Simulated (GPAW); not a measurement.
Runs of GPAW 26.7.0 on MgS (Niningerite). Symmetry: Fm-3m, No. 225, cubic system. Conventional cell: a = 5.203 Å, b = 5.203 Å, c = 5.203 Å, α = 90.00°, β = 90.00°, γ = 90.00°. Around S (site symmetry m-3m) lie 6 Mg at 2.60 Å. Mg (site symmetry m-3m) has 6 S at 2.60 Å as nearest neighbours. 

```csv
task,level,potentials or basis,cell,k mesh,cutoff (eV),smearing,maxiter,convergence,response ecut,response k mesh,response bands,gap on the mesh (eV),pressure (GPa)
single point,LDA,"the program's PAW data sets (release 1.2.1) made for this functional, pw",as given,7 × 7 × 7,600,fermi-dirac 0.05 eV,120,default,-,-,-,2.78,(a)
dielectric tensor,LDA,"the program's PAW data sets (release 1.2.1) made for this functional, pw",as given,7 × 7 × 7,600,fermi-dirac 0.001 eV,150,-,80 eV,22 × 22 × 22,28,2.78,-
single point,PBEsol,"PAW data sets generated in the run's folder for this functional, pw","atoms moved at random, drawn with an rms of 0.05 Å",9 × 9 × 9,800,fermi-dirac 0.05 eV,150,-,-,-,-,2.84,-0.6
single point,PBEsol,"PAW data sets generated in the run's folder for this functional, pw",as given,9 × 9 × 9,800,fermi-dirac 0.05 eV,150,-,-,-,-,2.84,-0.9
```

Alike in all rows: no spin polarisation.

Problem. Fill in the values left out.

Solution. (a) -3.3.

Caveats: an odd mesh through Γ misses points on the zone boundary, where band edges often lie (some runs); the cutoff is short for stress and forces, so pressures can be off by a GPa or more (some runs); the long-wavelength limit can be off by a per cent or two (some runs).

Runs at the PBE level aren't shown here.
